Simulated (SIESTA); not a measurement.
## KF (Carobbiite) under changes of volume

One of the cells (19.074 Å³/atom); the others are scaled copies at fixed shape and fractional positions:

```
K F
1.0
     0.00000    2.67185    2.67185
     2.67185    0.00000    2.67185
     2.67185    2.67185    0.00000
K F
1 1
Cartesian
  0.0000 0.0000 0.0000
  2.6719 2.6719 2.6719
```

* Program: SIESTA 5.4.2
* Functional: PBEsol
* Potentials or basis: PseudoDojo 0.4 standard (PBEsol files)
* Basis: DZP (energy shift 0.003 Ry; two zetas on semicore shells; d shell added on K)
* Grid cutoff: 800 Ry
* Energy shift: 0.003 Ry
* k mesh: 9 × 9 × 9
* Occupations: fermi-dirac, width 0.05 eV
* Spin: no spin polarisation

| volume (Å³/atom) | energy over the lowest point (meV/atom) | pressure (GPa) | gap on the mesh (eV) |
| --- | --- | --- | --- |
| 17.929 | 1.43 | 1.1 | 6.35 |
| 18.311 | 0.00 | 0.1 | 6.24 |
| 18.692 | 0.56 | -0.6 | 6.13 |
| 19.074 | ? | ? | ? |
| 19.455 | 6.68 | -1.9 | 5.93 |
| 19.837 | 11.76 | -2.4 | 5.84 |
| 20.218 | 18.12 | -2.9 | 5.75 |

Problem. What does the run at 19.074 Å³/atom give?

Solution. Energy over the lowest point 2.86 meV/atom; pressure -1.3 GPa; gap on the mesh 6.03 eV.

Worked out: A Birch-Murnaghan fit of order 3 (a polynomial in V^(-2/3)) to the other rows has its minimum at 18.39 Å³/atom with B0 = V·E''(V) = 39 GPa and B' = 5.2. It gives 2.85 meV/atom at 19.074 Å³/atom, against the run's 2.86, and -dE/dV = -1.3 GPa, against -1.3. A straight line through the other rows of the gap, of slope -5 eV per unit of ln V (its deformation potential), gives 6.04 eV, against the run's 6.03.

Energies are extrapolated to zero smearing.

Caveats: an odd mesh through Γ misses points on the zone boundary, where band edges often lie; the basis of atomic orbitals isn't converged, which shifts pressures, moduli and gaps.
